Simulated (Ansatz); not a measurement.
input.yaml (Ansatz 0.2.0):

```yaml
crystal:
  lattice:
    - [1.7667272781, 1.0200204696, 2.1087792381]
    - [-1.7667272781, 1.0200204696, 2.1087792381]
    - [0.0, -2.0400409392, 2.1087792381]
  atoms:
    - { symbol: Hg, position: [0.0, 0.0, 0.0] }
basis:
  ecutwfc: 420
  ecutrho_ratio: 4
kpoints:
  mp_grid: { grid: [16, 16, 16] }
  band_path:
    path:
      - [[0.0, 0.0, 0.0], [0.5, 0.5, 0.5], [0.677355, 0.322645, 0.5]]
      - [[0.5, -0.322645, 0.322645], [0.5, 0.0, 0.0], [0.0, 0.0, 0.0], [0.4113225, -0.4113225, 0.0]]
      - [[0.5886775, 0.0, 0.4113225], [0.5, 0.0, 0.5], [0.0, 0.0, 0.0]]
    npoints: 14
hamiltonian:
  xc: lda
scf:
  occupations: { method: gaussian, width: 0.05 }
output:
  forces: true
  stress: true
  eigenvalues: true
  populations: true
  dos: { projected: true, de: 0.02, nscf_kmesh: { grid: [24, 24, 24] } }
  bader: true
```

Question: What will the run give?

Answer: Pressure 0.0 GPa, gap on the mesh zero (metallic) (LDA, scalar-relativistic).

What the program printed, in part:

```
Pseudopotentials: kind: paw
Pseudopotential: Hg, paw, valence charge 20, recommended cutoff 420 eV (normal), Hg.paw.azcp
Crystal: 1 atoms, lattice volume = 22.801 Å³
Basis set: ecut = 420 eV, 439 PW (Γ)
Bands: 14, of which v1, the nominal top of the filled ones, is band 10 counted from 1 (9 counted from 0)
Symmetry: 12 space group operations
Space group: R-3m (ITA 166), of the structure as read, at distance tolerance 2.8e-5 Å
k-points: 417 of 4096
Initial density: superposition of atomic densities (neutral atoms: chi_scale 0, normalization atom), corrected by the library's trained network
Initial wavefunctions: pseudopotential atomic-orbital guess
Functional: x = slater, c = lda
```

```
SCF iter   1: F=—  HF=-13522.436182 eV  |F-HF|=—  |Δ(HF+E_count)|=         —  Δρ=5.06e-3  dr2=3.65e-3  ethr=1.77e-3  ⟨swp⟩=5.4  Hψ=29998  notcnv=0
SCF iter   2: F=—  HF=-13522.435511 eV  |F-HF|=—  |Δ(HF+E_count)|=   6.71e-4  Δρ=2.45e-3  dr2=6.50e-4  ethr=1.83e-5  ⟨swp⟩=2.5  Hψ=11400  notcnv=0
SCF iter   3: F=—  HF=-13522.435295 eV  |F-HF|=—  |Δ(HF+E_count)|=   2.16e-4  Δρ=3.55e-4  dr2=9.88e-6  ethr=3.25e-6  ⟨swp⟩=2.1  Hψ=7778  notcnv=0
SCF iter   4: F=—  HF=-13522.435297 eV  |F-HF|=—  |Δ(HF+E_count)|=   1.78e-6  Δρ=4.45e-5  dr2=4.01e-7  ethr=4.94e-8  ⟨swp⟩=2.0  Hψ=8108  notcnv=0
SCF iter   5: F=-13522.435297 eV  HF=-13522.435297 eV  |F-HF|=1.39e-9  |Δ(HF+E_count)|=   3.95e-8  Δρ=3.59e-6  dr2=2.36e-9  ethr=2.00e-9  ⟨swp⟩=2.0  Hψ=8234  notcnv=0
SCF iter   6: F=-13522.435297 eV  HF=-13522.435297 eV  |F-HF|=5.46e-12  |Δ(HF+E_count)|=  7.88e-10  Δρ=3.98e-7  dr2=3.10e-11  ethr=1.18e-11  ⟨swp⟩=2.0  Hψ=18553  notcnv=0
```

```
SCF 1 converged in 6 iterations: F = -13522.435297 eV  dr2 = 3.10e-11
NSCF: frozen V_eff on 101 k-points
NSCF: frozen V_eff on 1313 k-points
SCF converged after 6 iterations
Free energy (F): -13522.435297 eV
E sigma→0 (E₀):  -13522.435172 eV
Entropy (-TS):   -0.000249 eV (-0.249 meV/atom)
Fermi energy:    15.139500 eV
--- Forces (eV/Å), atoms counted from 1 ---
  atom   1  Hg     0.00000000     0.00000000     0.00000000
--- Stress (GPa, compression-positive) ---
        0.043863       0.000000       0.000000
        0.000000       0.043863       0.000000
        0.000000       0.000000       0.047590
  P = ⅓ Tr σ = 0.0451 GPa (0.451 kbar)
--- Löwdin populations: 1 site ---
  site symbol       q [e]
     0     Hg     19.6581
--- Bader charges: 1 site ---
  site symbol  charge [e]  shift [e]
     0     Hg      0.0000     0.0000
  estimated error of the sums over rays = 3.0e-6 e
```

Total energies depend on the potentials used, so only differences within one code and one set of settings carry meaning.

Spin–orbit coupling, which matters for such heavy elements, is left out.
